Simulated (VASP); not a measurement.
Wanted: the native input for a VASP 6.6.1 run.

- Task: single point
- Functional: PBE
- Dispersion: D3(BJ)
- Potentials or basis: VASP PAW PBE potentials, release 64 (C, O, H)
- Cutoff: 520 eV
- k mesh: 1 × 1 × 1
- Occupations: fermi-dirac, width 0.02 eV
- Spin: no spin polarisation
- Dipole correction: no
- Further INCAR settings: LREAL = Auto; ALGO = Normal; EDIFF = 1e-06; NBANDS = 66

The structure of H4CO lies in POSCAR:

```
H4CO
1.0
    7.3803230000      0.0000000000      0.0000000000
    0.0000000000      7.3803230000      0.0000000000
    0.0000000000      0.0000000000      7.3803230000
C O H
6 6 24
Direct
    0.6285090774      0.4502919452      0.2174024091
    0.7423523334      0.4623103894      0.7196297506
    0.2354774987      0.5914375292      0.4775671742
    0.3225739578      0.0780724638      0.6239835303
    0.1906556122      0.2428484499      0.0763110232
    0.8150862774      0.8932264889      0.4209707353
    0.7803181514      0.3261645866      0.2070776577
    0.7402928029      0.2670750318      0.7771069098
    0.0991284528      0.4807377672      0.5631731836
    0.2118877453     -0.0300935338      0.7342768060
    0.2880632731      0.0807010750      0.0776524279
    0.8766282993      1.0837737048      0.4601695617
    0.6716372712      0.5571029886      0.3132518726
    0.7668363566      0.2382416054      0.1000904703
    0.6136723284      0.5152484519      0.0847117396
    0.5029048187      0.3850779973      0.2561676501
    0.5996756511      0.5056418262      0.6829917878
    0.8361558159      0.2081209725      0.7150500053
    0.7816460066      0.5477538043      0.8415349843
    0.8613986136      0.4809681094      0.6141601120
    0.2162100493      0.5789042024      0.3261645866
    0.0908632319      0.3679242765      0.4950325345
    0.2239739372      0.7289924845      0.5152349023
    0.3737234807      0.5612220495      0.5040971784
    0.2475094925      0.2019423811      0.5822373899
    0.2468049163     -0.0155819739      0.8545831937
    0.4471620009      0.1275960415      0.7108089985
    0.3680191233     -0.0000948468      0.5044494665
    0.0953074818      0.2359517327     -0.0463258857
    0.3596319565      0.0846575414      0.1875527670
    0.0937628340      0.2643109251      0.1910214499
    0.2974666556      0.3462179094      0.0752541589
    0.8358170774      0.8194356805      0.5469137326
    0.8119156844      1.1703959298      0.3840211330
    0.6695235425      0.8855032497      0.3980855580
    0.9001638546      0.8278228473      0.3072494253
```

The cell was built by a generator and needn't be a form met in nature.

The input as run:

INCAR

```
SYSTEM = H4CO
PREC     = Accurate       ! precision mode
ENCUT    = 520            ! plane-wave cutoff, eV
EDIFF    = 1E-6           ! SCF threshold, eV
ISMEAR   = -1             ! smearing method
SIGMA    = 0.02           ! smearing width, eV
LREAL    = Auto         
LASPH    = .TRUE.         ! aspherical terms in the spheres
NELM     = 80             ! most SCF steps
ALGO     = Normal         ! electronic algorithm
ISIF     = 2              ! what is computed and relaxed
LWAVE    = .FALSE.        ! write WAVECAR
LCHARG   = .TRUE.         ! write CHGCAR
GGA      = PE             ! functional
IVDW     = 12             ! dispersion correction
LELF     = .TRUE.         ! ELF
LVHAR    = .TRUE.       
NBANDS   = 66             ! bands
```

KPOINTS

```
regular mesh
0
G
  1 1 1
  0 0 0
```

Potentials or basis: VASP PAW PBE potentials, release 64 (C, O, H).

Run with:

```bash
$ cat potpaw_PBE.64/C/POTCAR potpaw_PBE.64/O/POTCAR potpaw_PBE.64/H/POTCAR > POTCAR
$ mpirun -np 1 vasp_gam > vasp.out
```

Results of the run:

* Pressure: -0.9 GPa
* Largest force: 2.893 eV/Å
* Band gap on the k mesh: 4.39 eV, direct
* Dispersion energy per atom: -0.035 eV

Wall time 81 s on 1 thread of Intel(R) Xeon(R) Platinum 8488C (Sapphire Rapids) (shared host), peak memory 0.38 GiB.
